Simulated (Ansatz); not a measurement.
Predict the output of the script below (the Ansatz DFT code, driven from Python).

`md_c2h4o2.py`:
```python
"""Molecular dynamics of one C2H4O2 molecule."""

import ansatz as az
import numpy as np

params = {
    "basis": "def2-SVP",
    "functional": "BLYP",
    "dispersion": "d3bj",
    "n_steps": 20,
    "temperature_k": 300,
}

geometry_ang = [
    ("C", [-0.02127, 0.93384, -0.24772]),
    ("C", [0.26994, -0.45347, 0.24869]),
    ("O", [1.23482, -0.7857, 0.88094]),
    ("O", [-0.70015, -1.31486, -0.08699]),
    ("H", [-0.7244, 0.89549, -1.07337]),
    ("H", [-0.45979, 1.50645, 0.5676]),
    ("H", [0.90374, 1.41852, -0.54595]),
    ("H", [-0.50288, -2.20027, 0.25679]),
]
geometry = az.Crystal.molecule()
for symbol, xyz in geometry_ang:
    geometry = geometry.atom(symbol, xyz)

job = (
    geometry.calculation()
    .basis(gaussian=params["basis"])  # atom-centred Gaussian functions
    .functional(params["functional"], dispersion=params["dispersion"])
    .md("nve", timestep=0.25, steps=params["n_steps"], temperature=params["temperature_k"], initial_velocities="maxwell_boltzmann", seed=47)
)
frames = []
job.session().plan().execute(on_event=lambda e: frames.append(e["data"]) if e["event"] == "md_step" else None)
print("t (fs)   E_pot (eV)      E_kin (eV)   T (K)   d(0-1) (A)")
for f in frames[::1]:
    xyz = np.array(f["positions_ang"])
    print(f"{f['time_fs']:6.2f} {f['lagrangian_ev']:14.5f} {f['e_kin_ev']:10.5f} {f['temperature_k']:8.1f} {np.linalg.norm(xyz[0] - xyz[1]):9.4f}")
kept = np.array([f["conserved_ev"] for f in frames])
print(f"conserved energy moves by at most {1000 * np.ptp(kept):.3f} meV")
symbols = [site.symbol for site in geometry.cartesian_sites]
with open("last_frame.xyz", "w") as handle:
    handle.write(f"{len(symbols)}\nt = {frames[-1]['time_fs']} fs\n")
    handle.writelines("{:2s} {:10.5f} {:10.5f} {:10.5f}\n".format(s, *xyz) for s, xyz in zip(symbols, frames[-1]["positions_ang"]))
```

Output of `python md_c2h4o2.py`:
```text
t (fs)   E_pot (eV)      E_kin (eV)   T (K)   d(0-1) (A)
  0.00    -6227.57866    0.23267    300.0    1.5020
  0.25    -6227.58521    0.23918    308.4    1.5005
  0.50    -6227.58828    0.24223    312.3    1.4991
  0.75    -6227.58750    0.24145    311.3    1.4977
  1.00    -6227.58282    0.23679    305.3    1.4963
  1.25    -6227.57447    0.22846    294.6    1.4949
  1.50    -6227.56290    0.21693    279.7    1.4935
  1.75    -6227.54876    0.20285    261.5    1.4922
  2.00    -6227.53284    0.18698    241.1    1.4909
  2.25    -6227.51598    0.17018    219.4    1.4897
  2.50    -6227.49905    0.15330    197.7    1.4886
  2.75    -6227.48288    0.13717    176.9    1.4875
  3.00    -6227.46820    0.12253    158.0    1.4866
  3.25    -6227.45565    0.11001    141.8    1.4857
  3.50    -6227.44570    0.10009    129.1    1.4849
  3.75    -6227.43868    0.09307    120.0    1.4842
  4.00    -6227.43471    0.08910    114.9    1.4836
  4.25    -6227.43376    0.08814    113.6    1.4832
  4.50    -6227.43561    0.08997    116.0    1.4828
  4.75    -6227.43988    0.09420    121.5    1.4825
  5.00    -6227.44605    0.10033    129.4    1.4824
conserved energy moves by at most 0.448 meV
```

File `last_frame.xyz` afterwards:
```text
8
t = 5.0 fs
C    -0.02045    0.92556   -0.23152
C     0.26863   -0.45785    0.21569
O     1.23930   -0.77391    0.88521
O    -0.70939   -1.31315   -0.08443
H    -0.75749    0.82256   -1.10987
H    -0.47844    1.58201    0.57768
H     1.00450    1.35685   -0.44772
H    -0.47051   -2.20479    0.27677
```

Total energies depend on the basis set; only differences at equal settings carry meaning. The trajectory is only some femtoseconds long, so its temperature is not equilibrated; where the script doesn't relax first, it starts from a rough generated geometry. The temperature counts the internal degrees of freedom alone. It ran for 34 s on 1 thread of Arm Neoverse V2 (shared host), peak memory 0.2 GiB.

(Lines on the test bed's own set-up are left out of the output.)
